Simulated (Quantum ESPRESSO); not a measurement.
PbSe (Clausthalite) under changes of volume

One of the cells (28.671 Å³/atom); the others are scaled copies at fixed shape and fractional positions:

```
Pb Se
1.0
     0.00000    3.06065    3.06065
     3.06065    0.00000    3.06065
     3.06065    3.06065    0.00000
Pb Se
1 1
Direct
  0.00000 0.00000 0.00000
  0.50000 0.50000 0.50000
```

| Item | Value |
| --- | --- |
| Program | Quantum ESPRESSO 7.5 |
| Functional | LDA |
| Potentials or basis | GBRV 1.5 LDA |
| Cutoff | 612 eV |
| Density cutoff | 4898 eV |
| k mesh | 8 × 8 × 8 |
| Occupations | fermi-dirac, width 0.05 eV |
| Spin | no spin polarisation |

| volume (Å³/atom) | energy over the lowest point (meV/atom) | pressure (GPa) | gap on the mesh (eV) |
| --- | --- | --- | --- |
| 26.951 | 1.92 | 1.1 | 0.03 |
| 27.524 | 0.00 | -0.2 | 0.05 |
| 28.097 | ? | ? | ? |
| 28.671 | 8.36 | -2.3 | 0.19 |
| 29.244 | 17.94 | -3.2 | 0.25 |
| 29.818 | 30.56 | -4.0 | 0.30 |
| 30.391 | 46.00 | -4.7 | 0.36 |

Question: What does the run at 28.097 Å³/atom give?

Answer: Energy over the lowest point 2.21 meV/atom; pressure -1.3 GPa; gap on the mesh 0.12 eV.

Worked out: A Birch-Murnaghan fit of order 3 (a polynomial in V^(-2/3)) to the other rows has its minimum at 27.49 Å³/atom with B0 = V·E''(V) = 57 GPa and B' = 4.0. It gives 2.28 meV/atom at 28.097 Å³/atom, against the run's 2.21, and -dE/dV = -1.2 GPa, against -1.3.

Energies are extrapolated to zero smearing.

Caveats: spin-orbit coupling is left out, which as a rule narrows the gap of such compounds by several tenths of an eV.

A mesh can miss the band edges.
